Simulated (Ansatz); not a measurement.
Runs of Ansatz 0.2.0 on TiAl. Symmetry: P-6m2, No. 187, hexagonal system. Conventional cell: a = 2.867 Å, b = 2.867 Å, c = 4.678 Å, α = 90.00°, β = 90.00°, γ = 120.00°. Ti (site symmetry -6m2) has 6 Al at 2.87 Å and 6 Ti at 2.87 Å as nearest neighbours. Al (site symmetry -6m2) is surrounded by 6 Ti at 2.87 Å and 6 Al at 2.87 Å. The cell comes from a database or a generator and needn't be the stable form of this composition.

| task | potentials or basis | cell | cutoff (eV) | pressure (GPa) |
| --- | --- | --- | --- | --- |
| relaxation of cell and atoms | all-electron LAPW, scalar-relativistic | relaxed to 5 GPa | - | 5.0 |
| relaxation of cell and atoms | all-electron LAPW, scalar-relativistic | relaxed to 30 GPa | - | 30.0 |
| relaxation of cell and atoms | all-electron LAPW, scalar-relativistic | relaxed to 10 GPa | - | 10.0 |
| band structure | all-electron LAPW, inner shells corrected to Dirac's equation | as given | 225 | -2.9 |
| band structure | all-electron LAPW, non-relativistic | as given | 225 | (a) |

Alike in all rows: level PBEsol; no spin polarisation; k mesh 11 × 11 × 6; smearing fermi-dirac 0.05 eV; basis error allowed 0.001 eV/atom.

Task: Fill in the values left out.

Result: (a) -2.6.
